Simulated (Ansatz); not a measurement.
## ZnCu: one input, then a changed one

The cell is the one relaxed in the Materials Project (mp-987), not relaxed further here; entries there can be hypothetical.

First run: DFT, r2SCAN, PAW with Ansatz's default frozen-core files, scalar-relativistic (Ansatz 0.2.0).

Command: `ansatz run input.yaml --threads 1 --pin off --max-ram 2048MiB --backend cpu --events-out ev --progress --plain --runs-dir out` The run took 7.6 s on 1 thread of AMD EPYC 7R43 64-Core Processor (Zen 3), with other jobs on the host, peak memory 0.45 GiB.

```yaml
crystal:
  lattice:
    - [2.92055392, 0.0, 0.0]
    - [0.0, 2.92055392, 0.0]
    - [0.0, 0.0, 2.92055392]
  atoms:
    - { symbol: Zn, position: [0.5, 0.5, 0.5] }
    - { symbol: Cu, position: [0.0, 0.0, 0.0] }
kpoints:
  mp_grid: { grid: [4, 4, 4] }
scf:
  occupations: { method: fermi_dirac, width: 0.05 }
hamiltonian:
  xc: r2scan
  pseudopotentials: { kind: paw }
output:
  forces: true
  stress: true
  eigenvalues: true
  efg: { contact_densities: true }
```

Result: converged; pressure -1.08 GPa; 8 SCF iterations.

The input is then changed:

```diff
@@ -12,6 +12,7 @@
   occupations: { method: fermi_dirac, width: 0.05 }
 hamiltonian:
-  xc: r2scan
+  xc: hse06
   pseudopotentials: { kind: paw }
+  hubbard: { sites: [{ species: Cu, l: d, u_eff: 4.0 }], double_counting: fll }
 output:
   forces: true
```

What does the second run give?

It converged; pressure 4.93 GPa; 22 SCF iterations.
